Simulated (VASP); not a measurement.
# InSe (R3m) in VASP: notebook, part 2 of 2

VASP 6.6.1. Earlier steps stand in the parts before.

### 3 Single point, HSE06

File POSCAR:

```
InSe
1.0
    2.0000000000      1.1547005384      8.4400000000
   -2.0000000000      1.1547005384      8.4400000000
    0.0000000000     -2.3094010768      8.4400000000
In Se
2 2
Direct
    0.8886000000      0.8886000000      0.8886000000
    0.0000000000      0.0000000000      0.0000000000
    0.1719000000      0.1719000000      0.1719000000
    0.3835000000      0.3835000000      0.3835000000
```

File INCAR.step1:

```
ALGO = Normal
EDIFF = 1E-5
ENCUT = 400
GGA = PE
ISIF = 2
ISMEAR = 0
LASPH = T
LREAL = F
LWAVE = T
NBANDS = 27
NELM = 100
NKRED = 1
PREC = Accurate
SIGMA = 0.01
```

File INCAR.step2:

```
ALGO = Normal
EDIFF = 1E-6
ENCUT = 400
GGA = PE
HFSCREEN = 0.2
ISIF = 2
ISMEAR = 0
ISTART = 1
LASPH = T
LCHARG = F
LHFCALC = T
LREAL = F
LWAVE = F
NBANDS = 27
NELM = 100
NKRED = 1
PREC = Accurate
PRECFOCK = Fast
SIGMA = 0.01
```

File KPOINTS:

```
k-points
0
Gamma
  3 3 3
```

Potentials or basis: VASP PAW PBE potentials, release 64 (In_d, Se).

Launch:

```
$ cat potpaw_PBE.64/In_d/POTCAR potpaw_PBE.64/Se/POTCAR > POTCAR
$ cp INCAR.step1 INCAR
$ mpirun -np 1 vasp_std > vasp.out
$ cp INCAR.step2 INCAR
$ mpirun -np 1 vasp_std > vasp.out
```

OUTCAR:

```text
EDIFF = 1E-6
   ENCUT = 400
   GGA = PE
   HFSCREEN = 0.2
   ISIF = 2
   ISMEAR = 0
   ISTART = 1
   LASPH = T
   LHFCALC = T
   LREAL = F
   NELM = 100
   NKRED = 1
   PREC = Accurate
   PRECFOCK = Fast

 Found      6 irreducible k-points:

 Following reciprocal coordinates:
            Coordinates               Weight
  0.000000  0.000000  0.000000      1.000000
  0.333333 -0.000000  0.000000      6.000000
  0.333333  0.333333  0.000000      6.000000
 -0.333333  0.333333  0.000000      6.000000
  0.333333  0.333333  0.333333      2.000000
 -0.333333  0.333333  0.333333      6.000000
   k-points           NKPTS =      6   k-points in BZ     NKDIM =     27   number of bands    NBANDS=     27
   number of dos      NEDOS =    301   number of ions     NIONS =      4
   total plane-waves  NPLWV = 216000
   dimension x,y,z NGX =    60 NGY =   60 NGZ =   60
   dimension x,y,z NGXF=   120 NGYF=  120 NGZF=  120
   ions per type =               2   2
   NGX,Y,Z   is equivalent  to a cutoff of  11.40, 11.40, 11.40 a.u.
   NGXF,Y,Z  is equivalent  to a cutoff of  22.80, 22.80, 22.80 a.u.
 SYSTEM =  unknown system
   PREC   = accura    normal or accurate (medium, high low for compatibility)
   ISTART =      1    job   : 0-new  1-cont  2-samecut
   ICHARG =      0    charge: 1-file 2-atom 10-const
   ISPIN  =      1    spin polarized calculation?
   LNONCOLLINEAR =      F non collinear calculations
   LSORBIT =      F    spin-orbit coupling
   LASPH  =      T    aspherical Exc in radial PAW
   ENCUT  =  400.0 eV  29.40 Ry    5.42 a.u.  14.27 14.27 14.27*2*pi/ulx,y,z
   NELM   =    100;   NELMIN=  2; NELMDL=  0     # of ELM steps
   EDIFF  = 0.1E-05   stopping-criterion for ELM
   LREAL  =      F    real-space projection
   EDIFFG = 0.1E-04   stopping-criterion for IOM
   NSW    =      0    number of steps for IOM
   IBRION =     -1    ionic relax: 0-MD 1-quasi-New 2-CG
   NFREE  =      0    steps in history (QN), initial steepest desc. (CG)
   ISIF   =      2    stress and relaxation
   ISYM   =      3    0-nonsym 1-usesym 2-fastsym
   POTIM  = 0.5000    time-step for ionic-motion
   TEBEG  =    0.0;   TEEND  =   0.0 temperature during run
   PSTRESS=    0.0 pullay stress
   NELECT =      38.0000    total number of electrons
   NUPDOWN=      -1.0000    fix difference up-down
   EMIN   =  10.00;   EMAX   =-10.00  energy-range for DOS
   EFERMI =   0.00;   METHOD = LEGACY
   ISMEAR =     0;   SIGMA  =   0.01  broadening in eV -4-tet -1-fermi 0-gaus
   EFERMI_NEDOS =   21; number of points for ismear=-14 and -15
   IALGO  =     38    algorithm
   IMIX   =      1    mixing-type and parameters
     AMIX     =   0.40;   BMIX     =  1.00
     AMIX_MAG =   1.60;   BMIX_MAG =  1.00
  volume/ion in A,a.u.               =      29.24       197.30
  Fermi-wavevector in a.u.,A,eV,Ry     =   1.125481  2.126852 17.234615  1.266709
  Thomas-Fermi vector in A             =   2.262159
   LORBIT       =      0    0 simple, 1 ext, 2 COOP (PROOUT), +10 PAW based schemes
   GGA     = PE    functional components
   LHFCALC =     T    Hartree Fock is set to
   PRECFOCK=fast      Normal, Fast or Accurate (Low or Medium for compatibility)
   ENCUT4O =  -1.0   cutoff for four orbital integrals eV
   NKREDX  =     1    reduce k-point grid by
   NKREDY  =     1    reduce k-point grid by
   NKREDZ  =     1    reduce k-point grid by
   AEXX    =    0.2500 exact exchange contribution
   HFSCREEN=    0.2000 screening length (either q_TF or 0.3 A-1)
   HFSCREENC=   0.2000 screening length for correlation (either q_TF or 0.3 A-1)
   ENCUTFOCK=  -1.0 apply spherical cutoff to Coloumb kernel
   IVDW    =     0    specifies the selected vdW correction
   LEPSILON=     F    determine dielectric tensor
   LRPA    =     F    only Hartree local field effects (RPA)
 non-spin polarized calculation
 Gauss-broadening in eV      SIGMA  =   0.01
  energy-cutoff  :      400.00
  volume of cell :      116.95
 maximum number of plane-waves:      2163
 NGX is ok and might be reduce to    60
  NGX = 30; NGY = 30; NGZ = 30

 number of electron      38.0000010 magnetization

 Free energy of the ion-electron system (eV)
  ---------------------------------------------------
  ext. energy  EPLUGINS =         0.00000000
  ---------------------------------------------------
  free energy    TOTEN  =       -16.96911977 eV

  energy without entropy =      -16.96911977  energy(sigma->0) =      -16.96911977

 E-fermi :   3.2987     XC(G=0):  -7.3992

 val. band max:        3.2436133248   @ k =   0.3333   0.3333   0.3333
 cond. band min:       5.3193248257   @ k =   0.3333   0.3333   0.3333
 fundamental gap:      2.0757115009
 Fermi energy:         3.2987018861

 k-point     1 :       0.0000    0.0000    0.0000
  band No.  band energies     occupation
      1     -12.8756      2.00000
      2     -12.7135      2.00000
      3     -12.7135      2.00000
      4     -12.6398      2.00000
      5     -12.6398      2.00000
      6     -12.6110      2.00000
[... 19 lines left out ...]
     26      10.0996      0.00000
     27      12.1030      0.00000

 k-point     2 :       0.3333   -0.0000    0.0000
  band No.  band energies     occupation
      1     -12.9674      2.00000
      2     -12.8550      2.00000
      3     -12.8146      2.00000
      4     -12.7025      2.00000
      5     -12.6319      2.00000
      6     -12.5814      2.00000
[... 19 lines left out ...]
     26      11.1925      0.00000
     27      11.9378      0.00000

 k-point     3 :       0.3333    0.3333    0.0000
  band No.  band energies     occupation
      1     -12.9639      2.00000
      2     -12.8593      2.00000
      3     -12.8136      2.00000
      4     -12.7029      2.00000
      5     -12.6318      2.00000
      6     -12.5812      2.00000
[... 19 lines left out ...]
     26      11.6378      0.00000
     27      12.1306      0.00000

 k-point     4 :      -0.3333    0.3333    0.0000
  band No.  band energies     occupation
      1     -13.0122      2.00000
      2     -12.9204      2.00000
      3     -12.8088      2.00000
      4     -12.7262      2.00000
      5     -12.6098      2.00000
      6     -12.5784      2.00000
[... 19 lines left out ...]
     26      11.5306      0.00000
     27      12.3597      0.00000

 k-point     5 :       0.3333    0.3333    0.3333
  band No.  band energies     occupation
      1     -12.8758      2.00000
      2     -12.7136      2.00000
      3     -12.7136      2.00000
      4     -12.6397      2.00000
      5     -12.6397      2.00000
      6     -12.6110      2.00000
[... 19 lines left out ...]
     26      10.2047      0.00000
     27      12.4636      0.00000

 k-point     6 :      -0.3333    0.3333    0.3333
  band No.  band energies     occupation
      1     -12.9611      2.00000
      2     -12.8629      2.00000
      3     -12.8128      2.00000
      4     -12.7028      2.00000
      5     -12.6318      2.00000
      6     -12.5813      2.00000
[... 19 lines left out ...]
     26      11.5749      0.00000
     27      11.7908      0.00000

------------------------ aborting loop because EDIFF is reached ----------------------------------------

  FORCE on cell =-STRESS in cart. coord.  units (eV):
  Direction    XX          YY          ZZ          XY          YZ          ZX
  --------------------------------------------------------------------------------------
  -------------------------------------------------------------------------------------
  Total        1.8073365      1.8073365     -0.1615384      0.0000000      0.0000000      0.0000000
  in kB       24.7603368     24.7603368     -2.2130601      0.0000000      0.0000000      0.0000000
  external PRESSURE =      15.7692045 kB  Pullay stress =       0.0000000 kB

 VOLUME and BASIS-vectors are now :
 -----------------------------------------------------------------------------
  energy-cutoff  :      400.00
  volume of cell :      116.95
      direct lattice vectors                 reciprocal lattice vectors
     2.000000000  1.154700538  8.440000000     0.250000000  0.144337567  0.039494471
    -2.000000000  1.154700538  8.440000000    -0.250000000  0.144337567  0.039494471
     0.000000000 -2.309401077  8.440000000     0.000000000 -0.288675135  0.039494471

 POSITION                                       TOTAL-FORCE (eV/Angst)
 -----------------------------------------------------------------------------------
      0.00000      0.00000     22.49935         0.000000     -0.000000      0.168424
      0.00000      0.00000      0.00000         0.000000     -0.000000     -0.148358
      0.00000      0.00000      4.35251         0.000000      0.000000      0.012423
      0.00000      0.00000      9.71022         0.000000     -0.000000     -0.032489
 -----------------------------------------------------------------------------------
    total drift:                               -0.000004      0.000012      0.000572

  FREE ENERGIE OF THE ION-ELECTRON SYSTEM (eV)
  ---------------------------------------------------
  free  energy   TOTEN  =       -16.9691197665 eV

  energy  without entropy=      -16.9691197665  energy(sigma->0) =      -16.96911977
```

It took 21 min on 1 thread of AMD EPYC 7R13 (Zen 3), shared host; peak memory 0.55 GiB.

These settings aren't checked as converged: the numbers below hold their error.

What came out:

| Quantity | Value |
| --- | --- |
| Free energy | -16.9691 eV |
| Pressure | 1.6 GPa |
| Largest force | 0.168 eV/Å |
| Band gap on the k mesh | 2.08 eV, direct |

Caveat: the k mesh is coarse (spacing up to 0.61 Å⁻¹), so the values aren't converged, least of all with exact exchange; the PAW data sets were made with another functional, which shifts forces and pressure a little; spin-orbit coupling is left out, which moves the levels of the heavy elements; an odd mesh through Γ misses points on the zone boundary, where band edges often lie.

### 4 Single point, PBE

File INCAR:

```
PREC     = Accurate       # precision mode
ENCUT    = 520            # plane-wave cutoff, eV
EDIFF    = 1E-6           # SCF threshold, eV
ISMEAR   = 0              # smearing method
SIGMA    = 0.015          # smearing width, eV
LREAL    = F              # projectors in reciprocal space
LASPH    = T              # aspherical terms in the spheres
NELM     = 80             # most SCF steps
ALGO     = Fast           # electronic algorithm
ISIF     = 2              # what is computed and relaxed
LWAVE    = F              # write WAVECAR
LCHARG   = F              # write CHGCAR
GGA      = PE             # functional
```

File KPOINTS:

```
Automatic mesh
0
Gamma
  8 8 8
```

POSCAR is that of step 3.

Launch:

```
$ cat potpaw_PBE.64/In_d/POTCAR potpaw_PBE.64/Se/POTCAR > POTCAR
$ mpirun -np 1 vasp_std > vasp.out
```

Run time: 17 min. Hardware: 1 thread of Intel Xeon 6975P-C (Granite Rapids), shared host; peak memory 0.77 GiB.

It converged, with:

| Item | Value |
| --- | --- |
| Free energy | -14.1371 eV |
| Pressure | 2.8 GPa |
| Largest force | 0.381 eV/Å |
| Band gap on the k mesh | 0.43 eV, direct |

Forces on the atoms (eV/Å):
```
In   0.000  0.000  0.381
In   0.000  0.000 -0.365
Se   0.000  0.000 -0.274
Se   0.000  0.000  0.258
```

Stress tensor (GPa, compression positive):
```
3.22 0.00 0.00
0.00 3.22 0.00
0.00 0.00 2.02
```

Levels at points of the mesh, in eV from the valence-band top:
| k point | band 15 | band 16 | band 17 | band 18 | band 19 | band 20 | band 21 | band 22 | band 23 |
| --- | --- | --- | --- | --- | --- | --- | --- | --- | --- |
| (0.00, 0.00, 0.00) | -1.51 | -1.31 | -1.31 | -1.22 | -1.22 | 1.68 | 2.10 | 4.40 | 4.40 |
| (0.50, 0.00, 0.00) | -3.46 | -2.38 | -2.34 | -2.24 | -1.67 | 1.21 | 1.96 | 3.64 | 3.98 |
| (0.50, 0.50, 0.00) | -3.22 | -2.66 | -2.50 | -2.06 | -1.50 | 1.18 | 1.97 | 3.30 | 3.61 |
| (0.50, 0.50, 0.50) | -1.38 | -1.38 | -1.14 | -1.14 | 0.00 | 0.43 | 2.15 | 4.31 | 4.31 |

Caveat: spin-orbit coupling is left out, which moves the levels of the heavy elements.

### 5 How close it comes

Step 4. Against the measured gap of InSe, 1.25 eV (300 K; “The Interaction of Hydrogen with the van der Waals Crystal γ-InSe”, 2020, pmc:7321205), the calculated 0.43 eV is off by -0.82 eV. Spin-orbit coupling on In, Se is left out. The value is that of PBE on a finite k mesh, which can miss the band edges, without temperature or zero-point motion. Semilocal functionals fall short of measured gaps as a rule.
